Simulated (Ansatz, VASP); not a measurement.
# One calculation of GaCo, two programs

```
Ga Co
1.0
     2.83996    0.00000    0.00000
     0.00000    2.83996    0.00000
     0.00000    0.00000    2.83996
Ga Co
1 1
Direct
  0.50000 0.50000 0.50000
  0.00000 0.00000 0.00000
```

Alike in both runs: functional PBEsol; k mesh 14 × 14 × 14; occupations gaussian, width 0.1 eV; collinear spin.

Ansatz relaxed the structure, and its values are those at the end. VASP's run is a single point on that final structure, the one shown.

|  | VASP | Ansatz |
| --- | --- | --- |
| version | VASP 6.6.1 | Ansatz 0.2.0 |
| potentials or method | VASP PAW PBE potentials, release 64 (Ga_d, Co) | scalar-relativistic, plane waves, PAW |
| plane-wave cutoff (eV) | 520 | 420 |
| valence electrons in the cell | 22 | 30 |

VASP gave:

| Item | Value |
| --- | --- |
| gap on the k mesh at the Fermi level (eV) | none |
| pressure (GPa) | 0.1 |
| net moment per atom (μB) | 0.00 |

Problem. Which values does Ansatz return?

Solution. gap on the k mesh at the Fermi level (eV): none; pressure (GPa): 0.0; net moment per atom (μB): 0.00.

A gap of «none» marks a metal or a gap that the smearing closes. With one functional, cell and mesh, what is left measures potentials, basis and numerics. The two sets of potentials don't hold the same shells in valence. Ansatz warned: «seeded_moment_not_kept».

Caveats: the PAW data sets were made with another functional, which shifts forces and pressure a little (VASP).
